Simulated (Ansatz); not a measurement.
# C: band gap under strain

How does strain move the band edges of C (diamond), and do the functionals agree on it? States: +1.5 % equal strain in all directions; -4.8 % strain along [111] alone; -3.9 % strain along z alone.

Code: Ansatz 0.2.0. PAW datasets, plane waves. (Simulation; spin polarisation is off.)

### 1 The cell

The unstrained cell was relaxed with r2SCAN; in each strained cell the atoms were relaxed again with r2SCAN. Names of k-points are those of the unstrained zone, where strain can split equivalent points. First state: +1.5 % equal strain in all directions.

It is cubic, Fd-3m (No. 227); conventional cell a = 3.614 Å, 5.90 Å³ an atom. C has 4 C at 1.56 Å.

Coordinates:

```
C
1.0
     0.00000    1.80683    1.80683
     1.80683    0.00000    1.80683
     1.80683    1.80683    0.00000
C
2
Cartesian
  0.0000 0.0000 0.0000
  0.9034 0.9034 0.9034
```

### 2 +1.5 % equal strain in all directions: PBE

Contents of input.yaml:

```yaml
crystal:
  lattice:
    - [0.0, 1.8068260032, 1.8068260032]
    - [1.8068260032, 0.0, 1.8068260032]
    - [1.8068260032, 1.8068260032, 0.0]
  atoms:
    - { symbol: C, position: [0.0, 0.0, 0.0] }
    - { symbol: C, position: [0.25, 0.25, 0.25] }
kpoints:
  mp_grid: { grid: [12, 12, 12] }
  band_path:
    path:
      - [0.0, 0.0, 0.0]
      - [0.5, 0.0, 0.5]
      - [0.625, 0.25, 0.625]
      - [0.375, 0.375, 0.75]
      - [0.5, 0.5, 0.5]
      - [0.5, 0.25, 0.75]
      - [0.0, 0.361979, 0.361979]
    npoints: 1
hamiltonian:
  xc: pbe
scf:
  occupations: { method: fermi_dirac, width: 0.02 }
  n_extra_bands: 4
output:
  forces: true
  stress: true
  eigenvalues: true
```

Command:

```console
ansatz run input.yaml --threads 4 --pin off --max-ram 3686MiB --backend cpu --events-out ev --progress --plain --runs-dir out
```

Further steps of the session: +1.5 % equal strain in all directions: r2SCAN; +1.5 % equal strain in all directions: HSE06; -4.8 % strain along [111] alone: PBE; -4.8 % strain along [111] alone: r2SCAN; -4.8 % strain along [111] alone: HSE06; -3.9 % strain along z alone: PBE; -3.9 % strain along z alone: r2SCAN; -3.9 % strain along z alone: HSE06.

What does the calculation give?

**Answer**, as computed:

Least gap in eV (negative: overlap):

```
                                state   PBE  r2SCAN  HSE06
+1.5 % equal strain in all directions  4.05    4.26   5.19
      -4.8 % strain along [111] alone  3.99    4.21   5.16
          -3.9 % strain along z alone  3.20    3.37   4.32
```

In words: Where both were run, the HSE06 gap lies +1.12 to +1.17 eV from PBE's, each on its own k points. In PBE the gap is least under -3.9 % strain along z alone (3.20 eV) and largest under +1.5 % equal strain in all directions (4.05 eV).
